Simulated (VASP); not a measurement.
# AgCl (Pm-3m) in VASP: single point with LDA

Aim: the single point of AgCl with LDA.

Everything below comes from runs of VASP 6.6.1. Logs are shortened: lines on timing, memory, paths and dates and some standing lists are left out, and cuts for length are marked.

## Step 1: The crystal as given

It takes space group Pm-3m (No. 221, cubic). The conventional cell has a = 3.434 Å, b = 3.434 Å, c = 3.434 Å, α = 90.00°, β = 90.00°, γ = 90.00°. Ag (site symmetry m-3m) is surrounded by 8 Cl at 2.97 Å. Around Cl (site symmetry m-3m) lie 8 Ag at 2.97 Å.

Measurements of this composition are mostly on another form, of space group No. 225.

## Step 2: Single point, LDA

File INCAR:

```
PREC = Accurate
ENCUT = 520
EDIFF = 1E-7
ISMEAR = 0
SIGMA = 0.03
LREAL = False
LASPH = True
NELM = 80
ALGO = Normal
ISIF = 2
LWAVE = False
LCHARG = False
NBANDS = 16
```

File KPOINTS:

```
Automatic mesh
0
Gamma
  10 10 10
```

File POSCAR:

```
AgCl
1.0
    3.4339730000      0.0000000000      0.0000000000
    0.0000000000      3.4339730000      0.0000000000
    0.0000000000      0.0000000000      3.4339730000
Ag Cl
1 1
Direct
    0.0000000000      0.0000000000      0.0000000000
    0.5000000000      0.5000000000      0.5000000000
```

Potentials or basis: VASP PAW LDA potentials, release 64 (Ag, Cl).

The run is started by

```
$ cat potpaw_LDA.64/Ag/POTCAR potpaw_LDA.64/Cl/POTCAR > POTCAR
$ mpirun -np 1 vasp_std > vasp.out
```

OUTCAR:

```text
PREC = Accurate
   ENCUT = 520
   EDIFF = 1E-7
   ISMEAR = 0
   LREAL = False
   LASPH = True
   NELM = 80
   ISIF = 2

 ion  position               nearest neighbor table
   1  0.000  0.000  0.000-   2 2.97   2 2.97   2 2.97   2 2.97   2 2.97   2 2.97   2 2.97   2 2.97

   2  0.500  0.500  0.500-   1 2.97   1 2.97   1 2.97   1 2.97   1 2.97   1 2.97   1 2.97   1 2.97

  LATTYP: Found a simple cubic cell.
 ALAT       =     3.4339730000

  Lattice vectors:

 A1 = (   3.4339730000,   0.0000000000,   0.0000000000)
 A2 = (   0.0000000000,   3.4339730000,   0.0000000000)
 A3 = (   0.0000000000,   0.0000000000,   3.4339730000)

Analysis of symmetry for initial positions (statically):
=====================================================================
 Subroutine PRICEL returns:
 Original cell was already a primitive cell.

 Routine SETGRP: Setting up the symmetry group for a
 simple cubic supercell.

 Subroutine GETGRP returns: Found 48 space group operations
 (whereof 48 operations were pure point group operations)
 out of a pool of 48 trial point group operations.

The static configuration has the point symmetry O_h .

Analysis of symmetry for dynamics (positions and initial velocities):
=====================================================================
 Subroutine PRICEL returns:
 Original cell was already a primitive cell.

 Routine SETGRP: Setting up the symmetry group for a
 simple cubic supercell.

 Subroutine GETGRP returns: Found 48 space group operations
 (whereof 48 operations were pure point group operations)
 out of a pool of 48 trial point group operations.

The dynamic configuration has the point symmetry O_h .

 Subroutine INISYM returns: Found 48 space group operations
 (whereof 48 operations are pure point group operations),
 and found     1 'primitive' translations

----------------------------------------------------------------------------------------

                                     Primitive cell

  volume of cell :      40.4940

  direct lattice vectors                    reciprocal lattice vectors
     3.433973000  0.000000000  0.000000000     0.291207881  0.000000000  0.000000000
     0.000000000  3.433973000  0.000000000     0.000000000  0.291207881  0.000000000
     0.000000000  0.000000000  3.433973000     0.000000000  0.000000000  0.291207881

  length of vectors
     3.433973000  3.433973000  3.433973000     0.291207881  0.291207881  0.291207881

  position of ions in fractional coordinates (direct lattice)
     0.000000000  0.000000000  0.000000000
     0.500000000  0.500000000  0.500000000

  ion indices of the primitive-cell ions
   primitive index   ion index
                 1           1
                 2           2

----------------------------------------------------------------------------------------

 KPOINTS: Automatic mesh

Automatic generation of k-mesh.
 Grid dimensions read from file:
 generate k-points for:   10   10   10

 Generating k-lattice:

  Cartesian coordinates                     Fractional coordinates (reciprocal lattice)
     0.029120788  0.000000000  0.000000000     0.100000000  0.000000000  0.000000000
     0.000000000  0.029120788  0.000000000     0.000000000  0.100000000  0.000000000
     0.000000000  0.000000000  0.029120788     0.000000000  0.000000000  0.100000000

  Length of vectors
     0.029120788  0.029120788  0.029120788

  Shift w.r.t. Gamma in fractional coordinates (k-lattice)
     0.000000000  0.000000000  0.000000000

 Subroutine IBZKPT returns following result:
 ===========================================

 Found     56 irreducible k-points:

 Following reciprocal coordinates:
            Coordinates               Weight
  0.000000  0.000000  0.000000      1.000000
  0.100000  0.000000  0.000000      6.000000
  0.200000  0.000000  0.000000      6.000000
  0.300000  0.000000  0.000000      6.000000
  0.400000  0.000000  0.000000      6.000000
  0.500000  0.000000  0.000000      3.000000
[... 16 lines left out ...]
  0.200000  0.100000  0.100000     24.000000
  0.300000  0.100000  0.100000     24.000000
 [... further k-points ...]
   k-points           NKPTS =     56   k-points in BZ     NKDIM =     56   number of bands    NBANDS=     16
   number of dos      NEDOS =    301   number of ions     NIONS =      2
   total plane-waves  NPLWV =  21952
   dimension x,y,z NGX =    28 NGY =   28 NGZ =   28
   dimension x,y,z NGXF=    56 NGYF=   56 NGZF=   56
   ions per type =               1   1
   NGX,Y,Z   is equivalent  to a cutoff of  13.56, 13.56, 13.56 a.u.
   NGXF,Y,Z  is equivalent  to a cutoff of  27.11, 27.11, 27.11 a.u.
 SYSTEM =  unknown system
   PREC   = accura    normal or accurate (medium, high low for compatibility)
   ISTART =      0    job   : 0-new  1-cont  2-samecut
   ICHARG =      2    charge: 1-file 2-atom 10-const
   ISPIN  =      1    spin polarized calculation?
   LNONCOLLINEAR =      F non collinear calculations
   LSORBIT =      F    spin-orbit coupling
   LASPH  =      T    aspherical Exc in radial PAW
   ENCUT  =  520.0 eV  38.22 Ry    6.18 a.u.   6.38  6.38  6.38*2*pi/ulx,y,z
   NELM   =     80;   NELMIN=  2; NELMDL= -5     # of ELM steps
   EDIFF  = 0.1E-06   stopping-criterion for ELM
   LREAL  =      F    real-space projection
   EDIFFG = 0.1E-05   stopping-criterion for IOM
   NSW    =      0    number of steps for IOM
   IBRION =     -1    ionic relax: 0-MD 1-quasi-New 2-CG
   NFREE  =      0    steps in history (QN), initial steepest desc. (CG)
   ISIF   =      2    stress and relaxation
   ISYM   =      2    0-nonsym 1-usesym 2-fastsym
   POTIM  = 0.5000    time-step for ionic-motion
   TEBEG  =    0.0;   TEEND  =   0.0 temperature during run
   PSTRESS=    0.0 pullay stress
   NELECT =      18.0000    total number of electrons
   NUPDOWN=      -1.0000    fix difference up-down
   EMIN   =  10.00;   EMAX   =-10.00  energy-range for DOS
   EFERMI =   0.00;   METHOD = LEGACY
   ISMEAR =     0;   SIGMA  =   0.03  broadening in eV -4-tet -1-fermi 0-gaus
   EFERMI_NEDOS =   21; number of points for ismear=-14 and -15
   IALGO  =     38    algorithm
   IMIX   =      4    mixing-type and parameters
     AMIX     =   0.40;   BMIX     =  1.00
     AMIX_MAG =   1.60;   BMIX_MAG =  1.00
  volume/ion in A,a.u.               =      20.25       136.63
  Fermi-wavevector in a.u.,A,eV,Ry     =   1.249402  2.361027 21.238760  1.561005
  Thomas-Fermi vector in A             =   2.383444
   LORBIT       =      0    0 simple, 1 ext, 2 COOP (PROOUT), +10 PAW based schemes
   GGA     = CA    functional components
   LHFCALC =     F    Hartree Fock is set to
   AEXX    =    0.0000 exact exchange contribution
   IVDW    =     0    specifies the selected vdW correction
   LEPSILON=     F    determine dielectric tensor
   LRPA    =     F    only Hartree local field effects (RPA)
 non-spin polarized calculation
 Gauss-broadening in eV      SIGMA  =   0.03
  energy-cutoff  :      520.00
  volume of cell :       40.49
 maximum number of plane-waves:      1108
 NGX is ok and might be reduce to    28
   NGX = 13   NGY = 13   NGZ = 13

 number of electron      18.0000000 magnetization

 Free energy of the ion-electron system (eV)
  ---------------------------------------------------
  ext. energy  EPLUGINS =         0.00000000
  ---------------------------------------------------
  free energy    TOTEN  =        -6.39848584 eV

  energy without entropy =       -6.39848584  energy(sigma->0) =       -6.39848584

 E-fermi :   3.8416     XC(G=0): -10.8300

 val. band max:        3.6769687567   @ k =   0.5000   0.0000   0.0000
 cond. band min:       3.9827352016   @ k =   0.0000   0.0000   0.0000
 fundamental gap:      0.3057664450
 Fermi energy:         3.8416485350

 k-point     1 :       0.0000    0.0000    0.0000
  band No.  band energies     occupation
      1     -10.8138      2.00000
      2       0.8584      2.00000
      3       0.8584      2.00000
      4       1.8210      2.00000
      5       1.8210      2.00000
      6       1.8210      2.00000
[... 8 lines left out ...]
     15      17.0129      0.00000
     16      20.0610      0.00000

 k-point     2 :       0.1000    0.0000    0.0000
  band No.  band energies     occupation
      1     -10.7719      2.00000
      2       0.7507      2.00000
      3       0.8725      2.00000
      4       1.5543      2.00000
      5       1.5543      2.00000
      6       1.7732      2.00000
[... 8 lines left out ...]
     15      16.7506      0.00000
     16      20.0196      0.00000

 k-point     3 :       0.2000    0.0000    0.0000
  band No.  band energies     occupation
      1     -10.6581      2.00000
      2       0.1298      2.00000
      3       0.9095      2.00000
      4       1.2275      2.00000
      5       1.2275      2.00000
      6       1.6401      2.00000
[... 8 lines left out ...]
     15      16.8021      0.00000
     16      19.9123      0.00000

 k-point     4 :       0.3000    0.0000    0.0000
  band No.  band energies     occupation
      1     -10.5089      2.00000
      2      -0.6698      2.00000
      3       0.9560      2.00000
      4       0.9724      2.00000
      5       0.9724      2.00000
      6       1.8545      2.00000
[... 8 lines left out ...]
     15      17.9891      0.00000
     16      19.7815      0.00000
[... 324 lines left out ...]
 k-point    22 :       0.1000    0.1000    0.1000
  band No.  band energies     occupation
      1     -10.6912      2.00000
      2       0.7839      2.00000
      3       0.7839      2.00000
      4       0.9251      2.00000
      5       1.5497      2.00000
      6       1.5497      2.00000
[... 8 lines left out ...]
     15      16.3709      0.00000
     16      20.1976      0.00000

 k-point    23 :       0.2000    0.1000    0.1000
  band No.  band energies     occupation
      1     -10.5833      2.00000
      2       0.1905      2.00000
      3       0.7796      2.00000
      4       0.9628      2.00000
      5       1.2726      2.00000
      6       1.6424      2.00000
[... 8 lines left out ...]
     15      16.8698      0.00000
     16      19.5979      0.00000

 k-point    24 :       0.3000    0.1000    0.1000
  band No.  band energies     occupation
      1     -10.4423      2.00000
      2      -0.5347      2.00000
      3       0.7246      2.00000
      4       0.9997      2.00000
      5       1.1233      2.00000
      6       1.7341      2.00000
[... 8 lines left out ...]
     15      17.8489      0.00000
     16      19.3686      0.00000

 [... further k-points ...]

------------------------ aborting loop because EDIFF is reached ----------------------------------------

  FORCE on cell =-STRESS in cart. coord.  units (eV):
  Direction    XX          YY          ZZ          XY          YZ          ZX
  --------------------------------------------------------------------------------------
  -------------------------------------------------------------------------------------
  Total       -1.9228662     -1.9228662     -1.9228662     -0.0000000     -0.0000000      0.0000000
  in kB      -76.0797384    -76.0797384    -76.0797384     -0.0000000     -0.0000000      0.0000000
  external PRESSURE =     -76.0797384 kB  Pullay stress =       0.0000000 kB

 VOLUME and BASIS-vectors are now :
 -----------------------------------------------------------------------------
  energy-cutoff  :      520.00
  volume of cell :       40.49
      direct lattice vectors                 reciprocal lattice vectors
     3.433973000  0.000000000  0.000000000     0.291207881  0.000000000  0.000000000
     0.000000000  3.433973000  0.000000000     0.000000000  0.291207881  0.000000000
     0.000000000  0.000000000  3.433973000     0.000000000  0.000000000  0.291207881

 POSITION                                       TOTAL-FORCE (eV/Angst)
 -----------------------------------------------------------------------------------
      0.00000      0.00000      0.00000         0.000000      0.000000      0.000000
      1.71699      1.71699      1.71699         0.000000      0.000000      0.000000
 -----------------------------------------------------------------------------------
    total drift:                                0.000000      0.000000      0.000000

  FREE ENERGIE OF THE ION-ELECTRON SYSTEM (eV)
  ---------------------------------------------------
  free  energy   TOTEN  =        -6.3984858404 eV

  energy  without entropy=       -6.3984858404  energy(sigma->0) =       -6.39848584
```

Run time: 71 s. Hardware: 1 thread of AMD EPYC 7R43 (Zen 3), shared host; peak memory 0.12 GiB.

Results:

| Quantity | Value |
| --- | --- |
| Free energy | -6.3985 eV |
| Pressure | -7.6 GPa |
| Band gap on the k mesh | 0.31 eV, indirect (least direct gap 1.82 eV) |

A k mesh can miss the band edges. LDA gaps usually lie below the measured ones, often by a third to a half.
